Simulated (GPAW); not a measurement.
Input of a GPAW 26.7.0 run:

Contents of run.py:

```python
from ase import Atoms
from ase.dft.bandgap import bandgap
from ase.io import write
from ase.units import GPa
from gpaw import GPAW, PW, setup_paths

setup_paths.insert(0, '.')

atoms = Atoms(['W', 'C'],
              cell=[[0.0, 2.192684, 2.192684],
                    [2.192684, 0.0, 2.192684],
                    [2.192684, 2.192684, 0.0]],
              scaled_positions=[[0.0, 0.0, 0.0],
                                [0.5, 0.5, 0.5]],
              pbc=True)

calc = GPAW(mode=PW(800),
            xc='PBEsol',
            kpts={'size': (10, 10, 10), 'gamma': True},
            occupations={'name': 'fermi-dirac', 'width': 0.05},
            nbands=19,
            convergence={'density': 1e-05, 'energy': 1e-05},
            maxiter=150,
            txt='gpaw.txt')
atoms.calc = calc
energy = atoms.get_potential_energy()
forces = atoms.get_forces()
stress = atoms.get_stress()
calc.write('gs.gpw')
write('result.traj', atoms)
print(f'Energy: {energy:.6f} eV')
print('Forces (eV/A):')
print(forces.round(4))
print('Stress (GPa):', (stress / GPa).round(3))
print('Fermi level:', round(calc.get_fermi_level(), 4), 'eV')
print(f'Gap: {bandgap(calc)[0]:.4f} eV, direct: {bandgap(calc, direct=True)[0]:.4f} eV')

path = atoms.cell.bandpath('GXWKGLUWLK,UX', npoints=100, eps=1e-4)
bs_calc = calc.fixed_density(kpts=path, symmetry='off', nbands=28,
                             convergence={'bands': 'CBM+6.0', 'eigenstates': 1e-6}, txt='bands.txt')
bs = bs_calc.band_structure()
bs.write('bs.json')
print(f'Gap on the path: {bandgap(bs_calc)[0]:.4f} eV')
```

Potentials or basis: PAW data sets generated in the run's folder for this functional, pw.

Launch:

```sh
$ gpaw-setup -f PBEsol C W
$ OMP_NUM_THREADS=1 python run.py
```

**Question.** Predict the band gap along the path.

**Answer.** None (metal or under the smearing width).

**Question.** What does it give for the pressure?

**Answer.** -10.8 GPa.

Levels at the corners of the path, in eV from the Fermi level:
```tsv
point	band 6	band 7	band 8	band 9	band 10	band 11	band 12	band 13
Γ	-2.81	-2.81	-2.81	-1.07	-1.07	-1.07	-1.01	-1.01
X	-5.83	-5.64	-2.52	-2.52	0.80	2.22	2.22	5.39
W	-6.33	-6.11	-6.11	0.44	0.44	2.23	3.41	4.87
K	-7.00	-5.97	-4.89	-1.74	1.38	2.48	4.81	4.82
Γ	-2.81	-2.81	-2.81	-1.07	-1.07	-1.07	-1.01	-1.01
L	-9.82	-6.60	-6.60	0.99	0.99	2.28	4.87	8.75
U	-7.00	-5.97	-4.89	-1.74	1.38	2.48	4.81	4.82
W	-6.33	-6.11	-6.11	0.44	0.44	2.23	3.41	4.87
L	-9.82	-6.60	-6.60	0.99	0.99	2.28	4.87	8.75
K	-7.00	-5.97	-4.89	-1.74	1.38	2.48	4.81	4.82
U	-7.00	-5.97	-4.89	-1.74	1.38	2.48	4.81	4.82
X	-5.83	-5.64	-2.52	-2.52	0.80	2.22	2.22	5.39
```

Caveat: spin-orbit coupling is left out, which moves the levels of the heavy elements.
